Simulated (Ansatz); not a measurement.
## Thermal properties of MgS from its phonons

All numbers below come from DFT PBE+D3(BJ), scalar-relativistic, plane waves, PAW in Ansatz 0.2.0. Plane waves to 420 eV; Γ-centred k mesh 6×6×2; fixed occupations. No spin polarisation. Phonons by linear response, acoustic sum rule imposed.

Relaxed structure:
```cif
data_structure
_symmetry_space_group_name_H-M 'P6_3mc'
_symmetry_Int_Tables_number 186
_cell_length_a 3.9913
_cell_length_b 3.9913
_cell_length_c 12.9121
_cell_angle_alpha 90.000
_cell_angle_beta 90.000
_cell_angle_gamma 120.000
_cell_volume 178.14
loop_
_atom_site_label
_atom_site_type_symbol
_atom_site_symmetry_multiplicity
_atom_site_Wyckoff_symbol
_atom_site_fract_x
_atom_site_fract_y
_atom_site_fract_z
_atom_site_occupancy
Mg1 Mg 2 b 0.66667 0.33333 0.03823 1
Mg2 Mg 2 a 0.00000 0.00000 0.28734 1
S1 S 2 b 0.66667 0.33333 0.22687 1
S2 S 2 a 0.00000 0.00000 0.97652 1
```

The structure comes from a generated guess, relaxed at this level; another structure or a mixture of phases may lie lower. The q mesh is coarse, so values between its points are rough.

Force constants from linear response on a 2×2×1 q mesh, interpolated to a fine mesh.

Question: Give the zero-point energy per atom.

Answer: 46.3 meV.

Question: How large are the vibrational entropy and heat capacity at 300 K?

Answer: S = 3.10 k_B and C_V = 2.62 k_B per atom, 87 % of the Dulong–Petit value.

Question: Tabulate them against temperature.

Answer:
```csv
T (K),F_vib (meV/atom),S (k_B/atom),C_V (k_B/atom)
100,43.5,0.87,1.29
200,30.6,2.11,2.26
300,7.9,3.10,2.62
400,-22.3,3.88,2.78
500,-58.6,4.51,2.85
600,-99.8,5.03,2.90
700,-145.1,5.48,2.92
800,-194.1,5.88,2.94
900,-246.3,6.22,2.95
1000,-301.2,6.53,2.96
```
